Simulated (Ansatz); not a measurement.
# bcc V(110) / bcc Cr(110) interface: transmission and 2AR, part 2 of 2

Aim: the specific resistance of the bcc V(110) / bcc Cr(110) interface.

Ansatz 0.2.0; Ansatz plane-wave DFT, PBE, PAW files; ballistic transport by layer matching (Landauer), zero bias; PAW set soft_1 (the session's first sound run).

So far, transmission per spin nearest the Fermi level: step 2 (transmission: PBE) 0.543; step 6 (LDA) 0.556; step 8 (r2SCAN, cutoff 500 eV) 0.496.

## (10) Transmission: PBE on the lower metal's lattice, in plane spacing 3.026 Å, lattice of V

The common lattice is now the lower metal's own, which puts all the misfit on the upper one. To save time only the energies from -0.06 to 0.06 eV are solved. The mesh is 50×50 and the cutoff, the files' own for this level, 420 eV.

This step: Ansatz plane-wave DFT, PBE, PAW files; ballistic transport by layer matching (Landauer), zero bias; PAW set soft_1 (Ansatz 0.2.0).

The cell differs from the one that the last finished run ended in (a 2.559 → 2.621 Å, b 2.559 → 2.621 Å, c 41.862 → 39.919 Å).

Contents of input.yaml:

```yaml
crystal:
  lattice:
    - [1.513, -2.1397051199, 0.0]
    - [1.513, 2.1397051199, 0.0]
    - [0.0, 0.0, 39.9190454848]
  atoms:
    - { symbol: V, position: [0.0, 0.0, 0.0250506992] }
    - { symbol: V, position: [0.5, 0.5, 0.0786518085] }
    - { symbol: V, position: [0.0, 0.0, 0.1322529178] }
    - { symbol: V, position: [0.5, 0.5, 0.1858540271] }
    - { symbol: V, position: [0.0, 0.0, 0.2394551363] }
    - { symbol: V, position: [0.5, 0.5, 0.2930562456] }
    - { symbol: V, position: [0.0, 0.0, 0.3466573549] }
    - { symbol: V, position: [0.5, 0.5, 0.4002584642] }
    - { symbol: V, position: [0.0, 0.0, 0.4538595735] }
    - { symbol: V, position: [0.5, 0.5, 0.5074606828] }
    - { symbol: Cr, position: [0.0, 0.0, 0.5574606828] }
    - { symbol: Cr, position: [0.5, 0.5, 0.6038595735] }
    - { symbol: Cr, position: [0.0, 0.0, 0.6502584642] }
    - { symbol: Cr, position: [0.5, 0.5, 0.6966573549] }
    - { symbol: Cr, position: [0.0, 0.0, 0.7430562456] }
    - { symbol: Cr, position: [0.5, 0.5, 0.7894551363] }
    - { symbol: Cr, position: [0.0, 0.0, 0.8358540271] }
    - { symbol: Cr, position: [0.5, 0.5, 0.8822529178] }
    - { symbol: Cr, position: [0.0, 0.0, 0.9286518085] }
    - { symbol: Cr, position: [0.5, 0.5, 0.9750506992] }
kpoints:
  mp_grid: { grid: [15, 15, 1] }
hamiltonian:
  xc: pbe
  pseudopotentials: { kind: paw, azcp: { folder: soft_1 } }
scf:
  occupations: { method: fermi_dirac, width: 0.1 }
output:
  transmission:
    leads: [[4, 5], [14, 15]]
    kmesh: [50, 50]
    e_range: [-0.06, 0.06]
    de: 0.04
  write_potential: true
  write_density: true
  volumetric_format: npy
```

Run with:

```bash
ansatz run input.yaml --threads 4 --pin off --max-ram 15360MiB --backend cpu --events-out ev --progress --plain --runs-dir out
```

Wall time 3.7 min (4 threads of Arm Neoverse V1, shared host); peak memory 2.4 GiB.

This step gave:

```
free energy                        : -62901.0721 eV
energy at zero smearing            : -62900.6751 eV
Fermi energy                       : 17.23 eV
cell area                          : 6.475 Å²
step of the lead's potential       : 0.3 meV
step of the upper lead's potential : 5.4 meV
```

Per spin. Table of transmission, zone mean by energy, zero at the Fermi level:

```tsv
energy (eV)	transmission, zone mean
-0.0600	0.682
-0.0200	0.669
0.0200	0.658
0.0600	0.647
```

Over the solved energies the transmission per spin lies between 0.647 and 0.682, out of 1.69 channels of the lead on average (up to 1.80).

## (11) Resistance: PBE on the lower metal's lattice

This step: Ansatz plane-wave DFT, PBE, PAW files; ballistic transport by layer matching (Landauer), zero bias; specific resistance of one interface, 1/T less the mean of the leads' 1/N; PAW set soft_1 (Ansatz 0.2.0).

Numbers from this step:

```yaml
area_resistance: 0.6138 fΩ m²
t_over_the_leads_mean_channel_count: 0.4845
twice_the_interface_resistance_2ar_or_2ar_star_for_magnets: 1.228 fΩ m²
```

Twice the interface resistance is 1.23 fΩ m² here, against 1.55 in the first run; 48.4 % of the two leads' mean channel count pass, 44.5 % before.

## (12) Transmission: PBE on the upper metal's lattice, k-mesh 16×16×1, in plane spacing 2.8839 Å

And the upper metal's lattice, which puts it on the lower one. To save time only the energies from -0.06 to 0.06 eV are solved. The mesh is 52×52 and the cutoff, the files' own for this level, 420 eV.

This step: Ansatz plane-wave DFT, PBE, PAW files; ballistic transport by layer matching (Landauer), zero bias; PAW set soft_1 (Ansatz 0.2.0).

The cell differs from the one that the last finished run ended in (a 2.621 → 2.498 Å, b 2.621 → 2.498 Å, c 39.919 → 43.950 Å).

Contents of input.yaml:

```yaml
crystal:
  lattice:
    - [1.44195, -2.0392252463, 0.0]
    - [1.44195, 2.0392252463, 0.0]
    - [0.0, 0.0, 43.9498706791]
  atoms:
    - { symbol: V, position: [0.0, 0.0, 0.0227531955] }
    - { symbol: V, position: [0.5, 0.5, 0.0763543048] }
    - { symbol: V, position: [0.0, 0.0, 0.1299554141] }
    - { symbol: V, position: [0.5, 0.5, 0.1835565234] }
    - { symbol: V, position: [0.0, 0.0, 0.2371576327] }
    - { symbol: V, position: [0.5, 0.5, 0.290758742] }
    - { symbol: V, position: [0.0, 0.0, 0.3443598513] }
    - { symbol: V, position: [0.5, 0.5, 0.3979609606] }
    - { symbol: V, position: [0.0, 0.0, 0.4515620698] }
    - { symbol: V, position: [0.5, 0.5, 0.5051631791] }
    - { symbol: Cr, position: [0.0, 0.0, 0.5551631791] }
    - { symbol: Cr, position: [0.5, 0.5, 0.6015620698] }
    - { symbol: Cr, position: [0.0, 0.0, 0.6479609606] }
    - { symbol: Cr, position: [0.5, 0.5, 0.6943598513] }
    - { symbol: Cr, position: [0.0, 0.0, 0.740758742] }
    - { symbol: Cr, position: [0.5, 0.5, 0.7871576327] }
    - { symbol: Cr, position: [0.0, 0.0, 0.8335565234] }
    - { symbol: Cr, position: [0.5, 0.5, 0.8799554141] }
    - { symbol: Cr, position: [0.0, 0.0, 0.9263543048] }
    - { symbol: Cr, position: [0.5, 0.5, 0.9727531955] }
kpoints:
  mp_grid: { grid: [16, 16, 1] }
hamiltonian:
  xc: pbe
  pseudopotentials: { kind: paw, azcp: { folder: soft_1 } }
scf:
  occupations: { method: fermi_dirac, width: 0.1 }
output:
  transmission:
    leads: [[4, 5], [14, 15]]
    kmesh: [52, 52]
    e_range: [-0.06, 0.06]
    de: 0.04
  write_potential: true
  write_density: true
  volumetric_format: npy
```

Wall time 3.6 min (4 threads); peak memory 2.6 GiB; 14 min of CPU time.

Numbers from this step:

- free energy: -62901.4220 eV
- energy at zero smearing: -62901.0522 eV
- cell area: 5.881 Å²
- step of the lead's potential: 0.7 meV
- step of the upper lead's potential: 1.3 meV

Per spin. Table of transmission, zone mean by energy, zero at the Fermi level:

```tsv
energy (eV)	transmission, zone mean
-0.0600	0.397
-0.0200	0.377
0.0200	0.370
0.0600	0.382
```

Over the solved energies the transmission per spin lies between 0.370 and 0.397, out of 1.20 channels of the lead on average (up to 1.27).

## (13) Resistance: PBE on the upper metal's lattice

This step: Ansatz plane-wave DFT, PBE, PAW files; ballistic transport by layer matching (Landauer), zero bias; specific resistance of one interface, 1/T less the mean of the leads' 1/N; PAW set soft_1 (Ansatz 0.2.0).

Numbers from this step:

* area resistance: 1.231 fΩ m²
* T over the leads' mean channel count: 0.3711
* twice the interface resistance (2AR, or 2AR* for magnets): 2.462 fΩ m²

Twice the interface resistance is 2.46 fΩ m² here, against 1.55 in the first run; 37.1 % of the two leads' mean channel count pass, 44.5 % before.

## (14) Results

| Quantity | Value |
| --- | --- |
| 2AR, PBE | 1.55 fΩ m² |
| 2AR, LDA | 1.50 fΩ m² |
| 2AR, r2SCAN | 1.75 fΩ m² |
| 2AR, PBE on the lower metal's lattice | 1.23 fΩ m² |
| 2AR, PBE on the upper metal's lattice | 2.46 fΩ m² |

In words: One interface gives 2AR = 1.55 fΩ m² (PBE). The functionals span 1.50 to 1.75 fΩ m². A mesh a third as fine gives 1.63 against 1.55 fΩ m². With a misfit of 4.8 %, the choice of the common lattice gives 1.23 on the lower metal's and 2.46 fΩ m² on the upper one's. The formula assumes diffuse scattering between interfaces; layers sit on ideal sites at each metal's own atomic volume. The runs have no spin polarisation, although Cr can order magnetically, which would change the channels.

[Logs are printed without paths, hosts, clocks, repeated set-up lines and the standing remarks that a program may print on its own settings, such as how far it seeks lower states.]

[Hosts, paths, dates, database ids (printed as entryN), source tags and the programs' standing remarks are cut or masked in the printed files.]
